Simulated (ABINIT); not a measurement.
The system is Si.

```
CELL_PARAMETERS angstrom
0.00000 2.65990 4.64324
2.42227 0.00000 4.64324
2.42227 2.65990 0.00000
ATOMIC_POSITIONS crystal
Si 0.22023 0.22023 0.77977
Si 0.77977 0.77977 0.22023
Si 0.27261 0.72739 0.27261
Si 0.72739 0.27261 0.72739
```

This isn't the form of Si at room conditions, which is diamond.

| Quantity | Value |
| --- | --- |
| Program | ABINIT 10.8.3 (patched build) |
| Task | relaxation of cell and atoms |
| Functional | r2SCAN |
| Potentials or basis | JTH PAW PBE v2.0 |
| Cutoff | 490 eV |
| k mesh | 5 × 5 × 5 |
| Occupations | fermi-dirac, width 0.05 eV |
| Spin | no spin polarisation |

At the start: pressure 1.7 GPa; volume 14.96 Å³/atom.

Task: How do energy, volume and symmetry change on relaxing?

Result: Over 18 steps the energy falls by 4.0 meV/atom and the volume is 15.06 Å³/atom (+0.7 %); space group Fmmm (No. 69, to 0.05 Å).

The path:
```csv
step,energy change (eV),largest force (eV/Å),pressure (GPa),volume (Å³)
1,0.0000,0.1860,1.73,59.83
2,-0.0050,0.1517,1.08,60.15
3,-0.0107,0.0721,-0.29,60.84
4,-0.0112,0.0638,-0.33,60.86
5,-0.0126,0.0439,-0.22,60.76
6,-0.0129,0.0450,-0.04,60.64
7,-0.0131,0.0494,0.11,60.53
8,-0.0134,0.0525,0.18,60.46
9,-0.0139,0.0530,0.15,60.40
10,-0.0146,0.0458,0.03,60.35
11,-0.0153,0.0316,-0.07,60.32
12,-0.0156,0.0311,-0.09,60.30
13,-0.0157,0.0270,-0.05,60.28
14,-0.0158,0.0234,-0.02,60.26
15,-0.0158,0.0150,0.04,60.23
16,-0.0158,0.0066,0.06,60.22
17,-0.0158,0.0003,0.04,60.22
18,-0.0158,0.0004,0.01,60.24
```

Final structure:
```cif
data_structure
_symmetry_space_group_name_H-M 'P 1'
_symmetry_Int_Tables_number 1
_cell_length_a 5.3564
_cell_length_b 5.2421
_cell_length_c 3.6091
_cell_angle_alpha 71.808
_cell_angle_beta 68.393
_cell_angle_gamma 39.800
_cell_volume 60.24
loop_
_atom_site_label
_atom_site_type_symbol
_atom_site_fract_x
_atom_site_fract_y
_atom_site_fract_z
_atom_site_occupancy
Si1 Si 0.22694 0.22694 0.77306 1
Si2 Si 0.77306 0.77306 0.22694 1
Si3 Si 0.26838 0.73162 0.26838 1
Si4 Si 0.73162 0.26838 0.73162 1
```

Caveat: the k mesh is coarse (spacing up to 0.38 Å⁻¹), so the values aren't converged; the PAW data sets were made with another functional, which shifts forces and pressure a little.
